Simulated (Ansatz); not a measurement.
# Iridium, A15 under revPBE: structure and ground-state energy, part 2 of 2

What does revPBE give for iridium in the A15 structure? We relax it, then solve it on a dense k-mesh. Spin polarisation is left out. The k-meshes are 5×5×5 for the relaxation; 7×7×7 for the dense run.

Ansatz 0.2.0; DFT, revPBE, plane waves (420 eV) with PAW, scalar-relativistic.

**3. Dense single point**

The input, input.yaml:

```yaml
crystal:
  lattice:
    - [4.9608029451, 0.0, 0.0]
    - [0.0, 4.9608029451, 0.0]
    - [0.0, 0.0, 4.9608029451]
  atoms:
    - { symbol: Ir, position: [0.0, 1.0, 1.0] }
    - { symbol: Ir, position: [0.5, 0.5, 0.5] }
    - { symbol: Ir, position: [0.25, 1.0, 0.5] }
    - { symbol: Ir, position: [0.75, 1.0, 0.5] }
    - { symbol: Ir, position: [0.5, 0.25, 0.0] }
    - { symbol: Ir, position: [0.5, 0.75, 0.0] }
    - { symbol: Ir, position: [0.0, 0.5, 0.25] }
    - { symbol: Ir, position: [0.0, 0.5, 0.75] }
hamiltonian:
  xc: revpbe
  pseudopotentials:
    kind: paw
    azcp:
      Ir: "pseudopotentials/Ir.paw.azcp"
basis:
  ecutwfc: 420
  fft_grid_basis: typed
kpoints:
  mp_grid: { grid: [7, 7, 7], shift: [0, 0, 0] }
magnetization:
  spin_polarized: false
scf:
  occupations: { method: fermi_dirac, width: 0.1 }
```

On the command line:

```bash
$ ansatz run input.yaml --threads 4 --pin off --max-ram 8192MiB --backend cpu --events-out ev --progress --plain --runs-dir out
```

Log, shortened:

```text
Warning: RAYON_NUM_THREADS=4 ignored (pool sized by the plan → 4); use --threads N
[...]
Pseudopotentials: kind: paw
Pseudopotential: Ir, paw, valence charge 17, recommended cutoff 420 eV (normal), <dir>
Functional definition: revPBE
[...]
Crystal: 8 atoms, lattice volume = 122.083 Å³
Basis set: ecut = 420 eV, 2373 PW (Γ)
Bands: 82, of which v1, the nominal top of the filled ones, is band 68 counted from 1 (67 counted from 0)
Symmetry: 48 space group operations
Space group: Pm-3n (ITA 223), of the structure as read, at distance tolerance 5.0e-5 Å
k-points: 20 of 343
[...]
SCF iter   1: F=—  HF=-95555.172496 eV  |F-HF|=—  |Δ(HF+E_count)|=         —  Δρ=8.59e-3  dr2=3.31e-2  ethr=1.77e-3  ⟨swp⟩=5.0  Hψ=5118  notcnv=0  defer=12
[...]
SCF iter   6: F=-95555.177494 eV  HF=-95555.177494 eV  |F-HF|=3.11e-9  |Δ(HF+E_count)|=   1.64e-9  Δρ=2.76e-6  dr2=8.32e-9  ethr=7.35e-11  ⟨swp⟩=2.0  Hψ=3083  notcnv=0
[...]
SCF converged after 6 iterations
Free energy (F): -95555.177494 eV
[...]
E sigma→0 (E₀):  -95554.983412 eV
Entropy (-TS):   -0.388164 eV (-48.520 meV/atom)
Fermi energy:    23.582705 eV
[...]
```

Wall time 2.2 s (4 threads of Arm Neoverse V2, shared host); peak memory 0.55 GiB.

**4. Summary of results**

The summary covers parts 1 to 2.

| quantity | value |
| --- | --- |
| space group (spins left aside) | Pm-3n (No. 223) |
| conventional cell | a = 4.961 Å |
| volume | 15.260 Å³/atom |
| shortest distance | 2.480 Å |
| gap on the mesh | none (levels filled in part) |
| relative to fcc | +510 meV/atom |

The relaxation enlarged the cell by 7.9 % in volume. Against the reference form of iridium (fcc, computed apart with the same settings) it stands 510 meV/atom higher. No gap shows: it is a metal or semimetal at this level. Relaxation kept the symmetry; phonons were not checked.
